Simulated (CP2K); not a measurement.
Runs of CP2K 2026.2 on HfC. Symmetry: Fm-3m, No. 225, cubic system. The conventional cell has a = 4.650 Å, b = 4.650 Å, c = 4.650 Å, α = 90.00°, β = 90.00°, γ = 90.00°. Hf (site symmetry m-3m) has 6 C at 2.32 Å as nearest neighbours. Around C (site symmetry m-3m) lie 6 Hf at 2.32 Å. 

```tsv
level	potentials or basis	smearing	EPS_DEFAULT	NGRIDS	points a segment of the path (NPOINTS)	bands added on the path	CUTOFF of the grids	gap on the mesh (eV)	pressure (GPa)
PBE	POTENTIAL_UZH Hf GTH-PBE-q12, C GTH-PBE-q4; TZVP-MOLOPT-PBE-GTH basis	fermi-dirac 0.05 eV	1.0E-9	5	6	2	450 Ry	none	-1.6
PBE	POTENTIAL_UZH Hf GTH-PBE-q12, C GTH-PBE-q4; TZVP-MOLOPT-PBE-GTH basis	fermi-dirac 0.05 eV	1.0E-10	5	6	6	450 Ry	none	-1.6
PBEsol	POTENTIAL_UZH Hf GTH-PBE-q12, C GTH-PBE-q4; TZVP-MOLOPT-PBE-GTH basis	fermi-dirac 0.05 eV	1.0E-9	4	8	4	450 Ry	none	-6.5
r2SCAN	POTENTIAL_UZH Hf GTH-SCAN-q12, C GTH-SCAN-q4; TZVP-MOLOPT-SCAN-GTH basis	fermi-dirac 0.05 eV	1.0E-9	4	8	6	675 Ry	none	(a)
TB-mBJ	POTENTIAL_UZH Hf GTH-PBE-q12, C GTH-PBE-q4; TZVP-MOLOPT-PBE-GTH basis	fermi-dirac 0.05 eV	1.0E-9	4	8	6	675 Ry	none	-
LDA	GTH_POTENTIALS Hf GTH-PADE-q12, C GTH-PADE-q4; TZVP-MOLOPT-PBE-GTH basis	fermi-dirac 0.0259 eV	1.0E-10	4	6	2	450 Ry	none	-49.4
```

Alike in all rows: task band structure; no spin polarisation; cell as given; k mesh 10 × 10 × 10.

Estimate the missing entries.

(a) -6.0.

Caveats: spin-orbit coupling is left out, which moves the levels of the heavy elements; the basis of atomic orbitals isn't converged, which shifts pressures, moduli and gaps; the potentials were made for another functional, which shifts forces and pressure (some runs); this is a model potential without an energy functional, so only levels have meaning (some runs); a pressure of tens of GPa on the cell as given is suspect, and the run, the potentials or the cell itself is likely at fault (some runs).

A k mesh can miss the band edges, and the runs leave out spin-orbit coupling on Hf.

A gap of «none» marks a metal or a gap under the smearing width.
